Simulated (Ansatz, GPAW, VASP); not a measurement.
## One calculation of Ca, 3 ways

```
Ca
1.0
     3.84607    0.00000    0.00000
    -1.56049    3.51527    0.00000
     0.00000    0.00000   24.56347
Ca
4
Direct
  0.13729 0.86271 0.30533
  0.56215 0.43785 0.43511
  0.98701 0.01299 0.56489
  0.41187 0.58813 0.69467
```

Alike in all runs: task single point; functional PBE; k mesh 8 × 8 × 1; occupations fermi-dirac, width 0.05 eV; no spin polarisation; no spin-orbit coupling.

```csv
program and potentials,plane-wave cutoff (eV),notes,band gap (eV),largest force (eV/Å)
"Ansatz, all-electron LAPW, scalar-relativistic",-,-,no gap,0.104
"VASP, PBE PAW files Ca_sv, 520 eV",520,-,no gap,0.101
"GPAW, GPAW PAW data sets (gpaw-data 1.2.1)",450,-,?,?
```

Estimate from the other rows what the run with GPAW, GPAW PAW data sets (gpaw-data 1.2.1) gave.

No band gap; largest force 0.096 eV/Å. The other rows, which needn't bracket it: largest force 0.101 to 0.104.
